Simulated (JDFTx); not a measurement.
PtSe2 (Sudovikovite) under changes of volume

One of the cells (20.265 Å³/atom); the others are scaled copies at fixed shape and fractional positions:

```
CELL_PARAMETERS angstrom
3.72400 0.00000 0.00000
-1.86200 3.22508 0.00000
0.00000 0.00000 5.06200
ATOMIC_POSITIONS crystal
Pt 0.00000 0.00000 0.00000
Se 0.66667 0.33333 0.75000
Se 0.33333 0.66667 0.25000
```

- Program: JDFTx 1.7.0 (patched build)
- Functional: PBEsol
- Potentials or basis: PseudoDojo-SR-PBEsol-0.4.1-standard with smoothed tails
- Cutoff: 1170 eV
- Density cutoff: 9361 eV
- k mesh: 8 × 8 × 5
- Occupations: fermi-dirac, width 0.05 eV
- Spin: no spin polarisation

```tsv
volume (Å³/atom)	energy over the lowest point (meV/atom)	pressure (GPa)	largest force (eV/Å)
19.049	52.45	11.9	1.206
19.455	27.16	8.2	0.888
19.860	10.60	4.9	0.599
20.265	1.83	2.0	0.335
20.671	0.00	-0.6	0.092
21.076	?	?	?
21.481	14.21	-4.9	0.338
```

Problem. What does the run at 21.076 Å³/atom give?

Solution. Energy over the lowest point 4.36 meV/atom; pressure -2.9 GPa; largest force 0.131 eV/Å.

Worked out: A Birch-Murnaghan fit of order 3 (a polynomial in V^(-2/3)) to the other rows has its minimum at 20.58 Å³/atom with B0 = V·E''(V) = 127 GPa and B' = 4.8 at fixed shape and positions, which overstates the stiffness. It gives 4.34 meV/atom at 21.076 Å³/atom, against the run's 4.36, and -dE/dV = -2.9 GPa, against -2.9.

Energies are extrapolated to zero smearing.

Caveats: forces of over 1 eV/Å show positions far from the minimum, so gaps and moduli don't describe the material at rest (some runs).
